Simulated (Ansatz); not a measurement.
**Ag: strain energy, fitted**

Ag, P6_3/mmc, a = 2.904 Å, c = 4.748 Å. This isn't the element's structure at ambient conditions. Ansatz: r2SCAN, PAW, 500 eV, Γ-centred 24×24×12 mesh on 2 atoms, Gaussian smearing 0.10 eV; no spin polarisation. Series: biaxial strain in the a-b plane, c and atoms relaxed; x is the strain in per cent. y is the free energy over the unstrained cell, V0 = 17.333 Å³/atom.

| x (%) | y (meV/atom) |
| --- | --- |
| -3.0 | 17.96 |
| -2.0 | 7.02 |
| -1.0 | ? |
| 0.0 | 0.00 |
| 1.0 | 2.55 |
| 2.0 | 8.53 |
| 3.0 | 17.03 |

Fit y = c2 x² + c3 x³ to the other rows, turn c2 into a modulus, and predict the missing energy.

Least squares on the rows shown. y = 1.9470 x² − 0.0078305 x³. In eV per unit strain² c2 is 19.47; M is the biaxial modulus (E = M V0 ε²): 19.47 × 160.2 / (17.333) = 180 GPa. At x = -1.0 the fit asked for gives 1.95 meV/atom. The run gave 1.35 meV/atom, so the fit is 0.60 meV/atom too high, within the rms miss on the fitted rows (0.61 meV/atom).